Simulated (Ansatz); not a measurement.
**Si(111) with Br: bands and core levels**

What would XPS and angle-resolved spectra of Si(111) with Br look like?

Calculated with Ansatz 0.2.0; DFT, PBE, plane-wave PAW, scalar-relativistic; PAW set soft_1, in the first sound run; inputs show where later runs differ.

### 1. Set-up

The cell holds 32 atoms: 4 Br, 24 Si and 4 H. Cell: a = 7.679 Å, b = 7.679 Å, c = 24.774 Å, α = 90.0°, β = 90.0°, γ = 60.0°. It derives from Si. How the cell was made: terminated face; group: Br; share of top atoms: 1; rest: H; oxygen in back bonds: 0; lower face: H. Regions: ad, 4 atoms (4 Br); L1, 4 atoms (4 Si); L2, 4 atoms (4 Si); L3, 4 atoms (4 Si); mid, 4 atoms (4 Si); rest, 12 atoms (8 Si and 4 H). Vacuum lies along c.

### 2. Relaxation

Levels and vacuum steps follow bond lengths, so the atoms are relaxed first. 12 atoms are held to stand for the bulk. A dipole correction cancels the field between unlike faces.

Contents of input.yaml:

```yaml
crystal:
  lattice:
    - [7.6791796437, 0.0, 0.0]
    - [3.8395898218, 6.6503646517, 0.0]
    - [0.0, 0.0, 24.7737769138]
  atoms:
    - { symbol: Br, position: [0.0, 0.0, 0.717443165] }
    - { symbol: Br, position: [0.5, 0.0, 0.717443165] }
    - { symbol: Br, position: [0.0, 0.5, 0.717443165] }
    - { symbol: Br, position: [0.5, 0.5, 0.717443165] }
    - { symbol: Si, position: [0.0, 0.0, 0.626217672] }
    - { symbol: Si, position: [0.5, 0.0, 0.626217672] }
    - { symbol: Si, position: [0.0, 0.5, 0.626217672] }
    - { symbol: Si, position: [0.5, 0.5, 0.626217672] }
    - { symbol: Si, position: [0.833333333, 0.333333333, 0.594581277] }
    - { symbol: Si, position: [0.333333333, 0.333333333, 0.594581277] }
    - { symbol: Si, position: [0.833333333, 0.833333333, 0.594581277] }
    - { symbol: Si, position: [0.333333333, 0.833333333, 0.594581277] }
    - { symbol: Si, position: [0.833333333, 0.333333333, 0.499672093] }
    - { symbol: Si, position: [0.333333333, 0.333333333, 0.499672093] }
    - { symbol: Si, position: [0.833333333, 0.833333333, 0.499672093] }
    - { symbol: Si, position: [0.333333333, 0.833333333, 0.499672093] }
    - { symbol: Si, position: [0.166666667, 0.166666667, 0.468035698] }
    - { symbol: Si, position: [0.666666667, 0.166666667, 0.468035698] }
    - { symbol: Si, position: [0.166666667, 0.666666667, 0.468035698] }
    - { symbol: Si, position: [0.666666667, 0.666666667, 0.468035698] }
    - { symbol: Si, position: [0.166666667, 0.166666667, 0.373126513] }
    - { symbol: Si, position: [0.666666667, 0.166666667, 0.373126513] }
    - { symbol: Si, position: [0.166666667, 0.666666667, 0.373126513] }
    - { symbol: Si, position: [0.666666667, 0.666666667, 0.373126513] }
    - { symbol: Si, position: [0.0, 0.0, 0.341490118] }
    - { symbol: Si, position: [0.5, 0.0, 0.341490118] }
    - { symbol: Si, position: [0.0, 0.5, 0.341490118] }
    - { symbol: Si, position: [0.5, 0.5, 0.341490118] }
    - { symbol: H, position: [0.0, 0.0, 0.282556835] }
    - { symbol: H, position: [0.5, 0.0, 0.282556835] }
    - { symbol: H, position: [0.0, 0.5, 0.282556835] }
    - { symbol: H, position: [0.5, 0.5, 0.282556835] }
kpoints:
  mp_grid: { grid: [3, 3, 1] }
scf:
  occupations: { method: fermi_dirac, width: 0.02 }
  n_extra_bands: 23
hamiltonian:
  xc: pbe
  pseudopotentials: { kind: paw, azcp: { folder: soft_1 } }
output:
  forces: true
  write_potential: true
  volumetric_format: []
efield:
  axis: 3
  dipole_correction: true
relax:
  f_tol: 0.03
  max_steps: 70
  constraints: [{ sites: [20, 21, 22, 23, 24, 25, 26, 27, 28, 29, 30, 31] }]
```

The run is started by

```
$ ansatz run input.yaml --threads 4 --pin off --max-ram 11264MiB --backend cpu --events-out ev --progress --plain --runs-dir out
```

Numbers of over 12 decimals in the logs are rounded to 6 here.

The log of the run:

```text
scf.n_extra_bands = 23 over 64 filled bands (N_el = 128.0): the run solves 87 bands
Engine: ansatz 0.2.0, aarch64-unknown-linux-gnu
Pseudopotentials: kind: paw
Pseudopotential: Br, paw, valence charge 7, recommended cutoff 420 eV (normal), soft_1/Br.paw.azcp
Pseudopotential: Si, paw, valence charge 4, recommended cutoff 420 eV (normal), soft_1/Si.paw.azcp
Pseudopotential: H, paw, valence charge 1, recommended cutoff 420 eV (normal), soft_1/H.paw.azcp
Functional definition: PBE
  parameter kappa = 0.804
  parameter beta = 0.066725
  exchange = pbe_x(kappa = kappa, mu = beta*pi^2/3)
  correlation = pbe_c(beta = beta)
Crystal: 32 atoms, lattice volume = 1265.181 Å³
Basis set: ecut = 420 eV, 24701 PW (Γ), exchange–correlation on 108×108×360 points (8 copies of the dense FFT grid, shifted against one another)
Bands: 87, of which v1, the nominal top of the filled ones, is band 64 counted from 1 (63 counted from 0)
Symmetry: 24 space group operations
Space group: P3m1 (ITA 156), of the structure as read, at distance tolerance 1.1e-4 Å
k-points: 3 of 9 (time reversal used)
Non-local potential: Br, projectors of the file, l = 0: 2, l = 1: 2, l = 2: 2
Non-local potential: Si, projectors of the file, l = 0: 2, l = 1: 2, l = 2: 1
Non-local potential: H, projectors of the file, l = 0: 2, l = 1: 1
PAW form: soft (Blöchl's): semilocal exchange-correlation on the pseudo side does not see the compensation charge
PAW one-centre angular grid: Br, 110 points (default); XC on 64 Gauss nodes
PAW one-centre angular grid: Si, 110 points (default); XC on 64 Gauss nodes
PAW one-centre angular grid: H, 110 points (default); XC on 64 Gauss nodes
Initial density: superposition of atomic densities (neutral atoms: chi_scale 0, normalization atom)
Initial wavefunctions: pseudopotential atomic-orbital guess
Functional: x = pbe(κ = 0.804, μ = 0.219515), c = pbe(β = 0.066725)
SCF iter   1: F=—  HF=-26462.273521 eV  |F-HF|=—  |Δ(HF+E_count)|=         —  Δρ=3.50e-2  dr2=1.40e1  ethr=3.10e-3  p=0.000 e·Å  D=2.87e-7 V/Å  ΔV_dip=-0.00 eV  dr2_dipole=3.67e-2  V_vac-E_F(+/−)=6.18/6.18 eV  ⟨swp⟩=10.7  Hψ=1700  notcnv=0  defer=3
efield: sawtooth ramp at fractional position 0.9500 (placed from the atoms, in the widest stretch of the axis that holds none; the zero of the levels goes with the place), width 0.1000; the density the first Hamiltonian is built on has a dipole p = 0.000 e·Å; the dipole correction subtracts the counter field D = 2.87e-7 V/Å, which shifts the + side's vacuum level by -0.00 eV against the − side's; the planar-averaged density in the ramp window peaks in size at 1.7e-6 e/Å³
preconditioner: auto → Resta (q_TF=auto, 1.862 Å⁻¹)  ε∞=3.1  [insulator: Δε(μ)=1.163 eV  Ē_g=8.200 eV  σ=0.020 eV  W_gap=1.00  n_scr=134 (ndim 8)  ℏωp=11.8 eV  f_vac=0.443  D(μ)=0.00/eV (n_scr^D=0)  ε∞_Penn≈3.1  vacuum switching on, ρ_ref=4.9e-3 e/Å³]
SCF iter   2: F=—  HF=-26459.464099 eV  |F-HF|=—  |Δ(HF+E_count)|=    2.81e0  Δρ=1.80e-2  dr2=3.92e0  ethr=3.10e-3  p=0.091 e·Å  D=1.30e-2 V/Å  ΔV_dip=-0.32 eV  dr2_dipole=9.94e-2  V_vac-E_F(+/−)=5.37/5.69 eV  ⟨swp⟩=3.0  Hψ=459  notcnv=0  defer=46
SCF iter   3: F=—  HF=-26458.749530 eV  |F-HF|=—  |Δ(HF+E_count)|=   7.15e-1  Δρ=3.46e-3  dr2=1.60e0  ethr=3.07e-3  p=-0.575 e·Å  D=-8.22e-2 V/Å  ΔV_dip=2.04 eV  dr2_dipole=1.02e0  V_vac-E_F(+/−)=5.69/3.65 eV  ⟨swp⟩=4.0  Hψ=622  notcnv=0  defer=40
SCF iter   4: F=—  HF=-26458.509868 eV  |F-HF|=—  |Δ(HF+E_count)|=   2.40e-1  Δρ=1.46e-3  dr2=4.31e-2  ethr=1.25e-3  p=-0.169 e·Å  D=-2.42e-2 V/Å  ΔV_dip=0.60 eV  dr2_dipole=1.66e-2  V_vac-E_F(+/−)=4.93/4.34 eV  ⟨swp⟩=4.0  Hψ=474  notcnv=0  defer=38
SCF iter   5: F=—  HF=-26458.524918 eV  |F-HF|=—  |Δ(HF+E_count)|=   1.50e-2  Δρ=4.88e-4  dr2=6.42e-3  ethr=3.36e-5  p=-0.232 e·Å  D=-3.32e-2 V/Å  ΔV_dip=0.82 eV  dr2_dipole=3.92e-5  V_vac-E_F(+/−)=4.97/4.15 eV  ⟨swp⟩=3.3  Hψ=490  notcnv=0  defer=38
SCF iter   6: F=—  HF=-26458.527460 eV  |F-HF|=—  |Δ(HF+E_count)|=   2.54e-3  Δρ=1.44e-4  dr2=9.84e-4  ethr=5.01e-6  p=-0.247 e·Å  D=-3.54e-2 V/Å  ΔV_dip=0.88 eV  dr2_dipole=9.45e-6  V_vac-E_F(+/−)=4.97/4.10 eV  ⟨swp⟩=2.0  Hψ=433  notcnv=0  defer=38
SCF iter   7: F=—  HF=-26458.527579 eV  |F-HF|=—  |Δ(HF+E_count)|=   1.19e-4  Δρ=5.72e-5  dr2=1.75e-4  ethr=7.68e-7  p=-0.248 e·Å  D=-3.54e-2 V/Å  ΔV_dip=0.88 eV  dr2_dipole=1.44e-6  V_vac-E_F(+/−)=4.95/4.07 eV  ⟨swp⟩=2.0  Hψ=363  notcnv=0  defer=38
SCF iter   8: F=-26458.527584 eV  HF=-26458.527584 eV  |F-HF|=4.17e-7  |Δ(HF+E_count)|=   4.32e-6  Δρ=1.93e-5  dr2=6.60e-6  ethr=1.76e-8  p=-0.247 e·Å  D=-3.54e-2 V/Å  ΔV_dip=0.88 eV  dr2_dipole=1.97e-7  V_vac-E_F(+/−)=4.95/4.08 eV  ⟨swp⟩=11.7  Hψ=2540  notcnv=0
SCF 1 converged in 8 iterations: F = -26458.527584 eV  dr2 = 6.60e-6
  greatest PAW one-centre occupation: 0.917 electrons in one spin orbital (limit 2), on the Br atom at site 3 (counted from 0), in its partial waves of l = 0
relax step   1: F+E_penalty+E_count = -26458.52758392 eV  Δ(F+E_penalty+E_count) = +0.000e0 eV  max|allowed force component| = 2.603e-1 eV/Å  Δτ_max = 0.0000 Å  (8 SCF iters, dr2 threshold 2.25e-5 eV, accepted)
Initial density: handed on by an earlier stage of this run
Initial wavefunctions: those handed on with the density
iter 1 solved again at ethr=1.71e-5 eV; its pass at ethr=3.10e-3 eV (dr2=2.19e-2 eV) is discarded
SCF iter   1: F=—  HF=-26458.553970 eV  |F-HF|=—  |Δ(HF+E_count)|=         —  Δρ=1.59e-3  dr2=2.75e-2  ethr=1.71e-5  p=-0.247 e·Å  D=-3.54e-2 V/Å  ΔV_dip=0.88 eV  dr2_dipole=2.05e-4  V_vac-E_F(+/−)=4.93/4.05 eV  ⟨swp⟩=2.3  Hψ=886  notcnv=0  defer=38
efield: sawtooth ramp at fractional position 0.9500 (handed on by an earlier solve), width 0.1000; the density the first Hamiltonian is built on has a dipole p = -0.247 e·Å; the dipole correction subtracts the counter field D = -3.54e-2 V/Å, which shifts the + side's vacuum level by +0.88 eV against the − side's; the planar-averaged density in the ramp window peaks in size at 2.4e-6 e/Å³
preconditioner: auto → Resta (q_TF=auto, 1.862 Å⁻¹)  ε∞=3.1  [insulator: Δε(μ)=0.973 eV  Ē_g=8.102 eV  σ=0.020 eV  W_gap=1.00  n_scr=134 (ndim 8)  ℏωp=11.8 eV  f_vac=0.461  D(μ)=0.00/eV (n_scr^D=0)  ε∞_Penn≈3.1  vacuum switching on, ρ_ref=4.8e-3 e/Å³]
SCF iter   2: F=—  HF=-26458.549569 eV  |F-HF|=—  |Δ(HF+E_count)|=   4.40e-3  Δρ=8.40e-4  dr2=6.85e-3  ethr=1.71e-5  p=-0.238 e·Å  D=-3.40e-2 V/Å  ΔV_dip=0.84 eV  dr2_dipole=9.75e-5  V_vac-E_F(+/−)=4.89/4.05 eV  ⟨swp⟩=2.7  Hψ=391  notcnv=0  defer=38
[...]
SCF iter   3: F=—  HF=-26458.548972 eV  |F-HF|=—  |Δ(HF+E_count)|=   3.26e-4  Δρ=2.34e-5  dr2=1.58e-5  ethr=3.55e-8  p=-0.227 e·Å  D=-3.24e-2 V/Å  ΔV_dip=0.80 eV  dr2_dipole=3.22e-6  V_vac-E_F(+/−)=4.86/4.05 eV  ⟨swp⟩=2.0  Hψ=330  notcnv=0  defer=38
SCF iter   4: F=—  HF=-26458.548971 eV  |F-HF|=—  |Δ(HF+E_count)|=   8.26e-7  Δρ=6.48e-6  dr2=4.37e-6  ethr=1.23e-8  p=-0.228 e·Å  D=-3.26e-2 V/Å  ΔV_dip=0.81 eV  dr2_dipole=2.92e-6  V_vac-E_F(+/−)=4.86/4.05 eV  ⟨swp⟩=2.0  Hψ=348  notcnv=0  defer=38
SCF iter   5: F=—  HF=-26458.548971 eV  |F-HF|=—  |Δ(HF+E_count)|=   5.32e-7  Δρ=2.81e-6  dr2=2.42e-7  ethr=3.41e-9  p=-0.227 e·Å  D=-3.25e-2 V/Å  ΔV_dip=0.81 eV  dr2_dipole=1.79e-9  V_vac-E_F(+/−)=4.86/4.05 eV  ⟨swp⟩=2.3  Hψ=377  notcnv=0  defer=38
SCF iter   6: F=-26458.548971 eV  HF=-26458.548971 eV  |F-HF|=1.16e-8  |Δ(HF+E_count)|=   3.49e-8  Δρ=1.23e-6  dr2=2.95e-8  ethr=7.81e-11  p=-0.227 e·Å  D=-3.25e-2 V/Å  ΔV_dip=0.81 eV  dr2_dipole=3.43e-11  V_vac-E_F(+/−)=4.86/4.05 eV  ⟨swp⟩=10.7  Hψ=1881  notcnv=0
SCF 3 converged in 6 iterations: F = -26458.548971 eV  dr2 = 2.95e-8
relax step   3: F+E_penalty+E_count = -26458.54897100 eV  Δ(F+E_penalty+E_count) = -7.388e-4 eV  max|allowed force component| = 1.025e-2 eV/Å  Δτ_max = 0.0033 Å  (6 SCF iters, accepted)
NSCF: frozen V_eff on 3 k-points
the band table was solved once a step of the walk had ended and its energy, with any forces and stress, was formed, with the checks that follow a solve (1767 applications of the Hamiltonian). They found nothing against the state; the energy, forces and stress were not computed again (output.eigenvalues in the input reference)
WARN: The output density's exchange-correlation potential varies sharply where the density is thin. Do not read a vacuum level from v_tot or v_xc, or from such a field of the output density. On a cell that repeats whose density bears no net charge and no dipole along the vacuum's axis use v_es (v_loc + v_h of the components); under efield.dipole_correction with no amplitude use v_es + v_field, which holds any externa [...]
SCF converged after 6 iterations
Free energy (F): -26458.548971 eV
Harris-Foulkes:  -26458.548971 eV  (|F-HF|=1.16e-8)
Internal energy: -26458.548971 eV  (E = F + TS)
E sigma→0 (E₀):  -26458.548971 eV
Fermi energy:    0.639319 eV
Dipole field:    D = -0.032494 V/Å  (p = -0.227193 e·Å, saw-weighted, corrected)
Work function:   Φ+ = 4.8587 eV   Φ− = 4.0537 eV
Levels:          The Fermi level and band energies are counted from a zero that moves with the ramp; work functions are not
--- Per-component energies (eV) ---
  E_band       = -660.579607
  E_kinetic    = 1555.566330
  E_local      = -32794.284865  (includes V_loc(G=0)·N_el)
  E_nonlocal   = 755.462208
  E_hartree    = 15752.338172
  E_xc         = -2174.457542
  E_vxc        = -1622.124058  (∫ρ·V_xc dr)
  E_paw        = -21535.752308  (= ΣΔE_a)
  E_vpaw       = -62.918139  (= ΣTr[D̂ρ^β])
  E_aug_tail   = -0.003134  (compensation charges beyond the density's cutoff)
  E_efield     = 0.003691  (sawtooth field / dipole correction)
  E_vefield    = 3.035094  (∫n·V_field dr)
  E_ewald      = 11982.578477
  E_smearing   = -0.000000  (= −TS)
  E_closure    = 0.000000  (closes the sum)
  Σ components = -26458.548971   (vs F -26458.548971, Δ=0.00e0)
--- Forces (eV/Å), atoms counted from 1 ---
  atom   1  Br     0.00000000     0.00000000    -0.00118776
  atom   2  Br     0.00000000     0.00000000    -0.00118776
  atom   3  Br     0.00000000     0.00000000    -0.00118776
  atom   4  Br     0.00000000     0.00000000    -0.00118776
  atom   5  Si    -0.00000000    -0.00000000     0.00141797
  atom   6  Si    -0.00000000    -0.00000000     0.00141797
  atom   7  Si    -0.00000000    -0.00000000     0.00141797
  atom   8  Si    -0.00000000    -0.00000000     0.00141797
  atom   9  Si     0.00000000     0.00000000     0.00487229
  atom  10  Si     0.00000000     0.00000000     0.00487229
  atom  11  Si     0.00000000     0.00000000     0.00487229
  atom  12  Si     0.00000000     0.00000000     0.00487229
  atom  13  Si    -0.00000000    -0.00000000    -0.01025197
  atom  14  Si    -0.00000000    -0.00000000    -0.01025197
  atom  15  Si    -0.00000000    -0.00000000    -0.01025197
  atom  16  Si    -0.00000000    -0.00000000    -0.01025197
  atom  17  Si     0.00000000     0.00000000     0.00994818
  atom  18  Si     0.00000000     0.00000000     0.00994818
  atom  19  Si     0.00000000     0.00000000     0.00994818
  atom  20  Si     0.00000000     0.00000000     0.00994818
  atom  21  Si    -0.00000000    -0.00000000    -0.08192502
  atom  22  Si    -0.00000000    -0.00000000    -0.08192502
  atom  23  Si    -0.00000000    -0.00000000    -0.08192502
  atom  24  Si    -0.00000000    -0.00000000    -0.08192502
  atom  25  Si     0.00000000    -0.00000000     0.84904238
  atom  26  Si     0.00000000    -0.00000000     0.84904238
  atom  27  Si     0.00000000    -0.00000000     0.84904238
  atom  28  Si     0.00000000    -0.00000000     0.84904238
  atom  29  H     -0.00000000     0.00000000    -0.77193678
  atom  30  H     -0.00000000     0.00000000    -0.77193678
  atom  31  H     -0.00000000     0.00000000    -0.77193678
  atom  32  H     -0.00000000     0.00000000    -0.77193678
  max |Σ_I F_I| component: 8.28e-5 eV/Å
--- Band table (eV) ---
  k-point 0: bands = [... 60 lower, -0.2816, -0.2816, 0.1528, 0.1528, 1.1340, 1.1340, 1.1340, 1.6403, ... 19 higher]
  k-point 1: bands = [... 60 lower, -0.9958, -0.7055, -0.6868, -0.1891, 1.2717, 1.8524, 1.9453, 1.9453, ... 19 higher]
  k-point 2: bands = [... 60 lower, -1.3498, -0.9508, -0.9508, -0.9508, 2.0782, 2.4131, 2.4131, 2.4131, ... 19 higher]
--- Relaxed structure (3 steps of the walk, 3 accepted, 0 SCFs on fresh bases) ---
  F+E_penalty+E_count = -26458.54897100 eV   max|allowed force component| = 1.025e-2 eV/Å
  atoms:
    - { symbol: Br, position: [3.131512739393166e-19, -1.8861648085257902e-19, 0.718176] }
    - { symbol: Br, position: [0.500000, -1.8861648067768214e-19, 0.718176] }
    - { symbol: Br, position: [-2.7755575615628914e-17, 0.500000, 0.718176] }
    - { symbol: Br, position: [0.500000, 0.500000, 0.718176] }
    - { symbol: Si, position: [6.301507158749946e-19, -3.7955078048990314e-19, 0.627693] }
    - { symbol: Si, position: [0.500000, -3.7955078040066825e-19, 0.627693] }
    - { symbol: Si, position: [-2.7755575615628914e-17, 0.500000, 0.627693] }
    - { symbol: Si, position: [0.500000, 0.500000, 0.627693] }
    - { symbol: Si, position: [0.833333, 0.333333, 0.596237] }
    - { symbol: Si, position: [0.333333, 0.333333, 0.596237] }
    - { symbol: Si, position: [0.833333, 0.833333, 0.596237] }
    - { symbol: Si, position: [0.333333, 0.833333, 0.596237] }
    - { symbol: Si, position: [0.833333, 0.333333, 0.500685] }
    - { symbol: Si, position: [0.333333, 0.333333, 0.500685] }
    - { symbol: Si, position: [0.833333, 0.833333, 0.500685] }
    - { symbol: Si, position: [0.333333, 0.833333, 0.500685] }
    - { symbol: Si, position: [0.166667, 0.166667, 0.468390] }
    - { symbol: Si, position: [0.666667, 0.166667, 0.468390] }
    - { symbol: Si, position: [0.166667, 0.666667, 0.468390] }
    - { symbol: Si, position: [0.666667, 0.666667, 0.468390] }
    - { symbol: Si, position: [0.166667, 0.166667, 0.373127] }
    - { symbol: Si, position: [0.666667, 0.166667, 0.373127] }
    - { symbol: Si, position: [0.166667, 0.666667, 0.373127] }
    - { symbol: Si, position: [0.666667, 0.666667, 0.373127] }
    - { symbol: Si, position: [0.0, 0.0, 0.341490118] }
    - { symbol: Si, position: [0.500000, 0.0, 0.341490118] }
    - { symbol: Si, position: [-2.7755575615628914e-17, 0.500000, 0.341490118] }
    - { symbol: Si, position: [0.500000, 0.500000, 0.341490118] }
    - { symbol: H, position: [0.0, 0.0, 0.282557] }
    - { symbol: H, position: [0.500000, 0.0, 0.282557] }
    - { symbol: H, position: [-2.7755575615628914e-17, 0.500000, 0.282557] }
    - { symbol: H, position: [0.500000, 0.500000, 0.282557] }
```

The job ended after 24 s (4 threads of Arm Neoverse V2, shared host; peak memory 1.8 GiB; 92 s of CPU time).

Step by step:

| step | energy less that of the first step (eV) | largest force component (eV/Å) |
| --- | --- | --- |
| 1 | 0.0000 | 0.2603 |
| 2 | -0.0206 | 0.0605 |
| 3 | -0.0214 | 0.0103 |

The run keeps the 24 symmetry operations that it works with, so distortions that break them were not tested.

The atoms that moved most (Å):

| atom | dx | dy | dz | length |
| --- | --- | --- | --- | --- |
| Si12 | 0.000 | 0.000 | 0.041 | 0.041 |
| Si11 | 0.000 | 0.000 | 0.041 | 0.041 |
| Si10 | 0.000 | 0.000 | 0.041 | 0.041 |
| Si9 | 0.000 | 0.000 | 0.041 | 0.041 |
| Si8 | 0.000 | 0.000 | 0.037 | 0.037 |
| Si6 | 0.000 | 0.000 | 0.037 | 0.037 |
| Si7 | 0.000 | 0.000 | 0.037 | 0.037 |
| Si5 | 0.000 | 0.000 | 0.037 | 0.037 |

Numbers from this step:

```yaml
free_energy: -26458.5490 eV
fermi_energy: 0.6393 eV
symmetry_operations: 24
gap_on_the_k_mesh: 0.9812 eV
ionisation_potential_upper_face: 5.345 eV
upper_vacuum_level_less_the_lowest_empty_level_kohn_sham_affinity: 4.364 eV
ionisation_potential_lower_face: 4.540 eV
```

The relaxation ends 0.7 meV an atom lower, with a largest force component of 0.010 eV/Å on the free atoms.

(Part 1 of 4 ends here.)

[Logs are printed without paths, hosts, clocks, repeated set-up lines and the standing remarks that a program may print on its own settings, such as how far it seeks lower states.]

[Hosts, paths, dates, database ids (printed as entryN), source tags and the programs' standing remarks are cut or masked in the printed files.]

[Maps of the electrostatic potential energy from Ansatz leave out the sawtooth potential of an applied field or a dipole correction, so their vacuum need not be flat; work functions include it.]
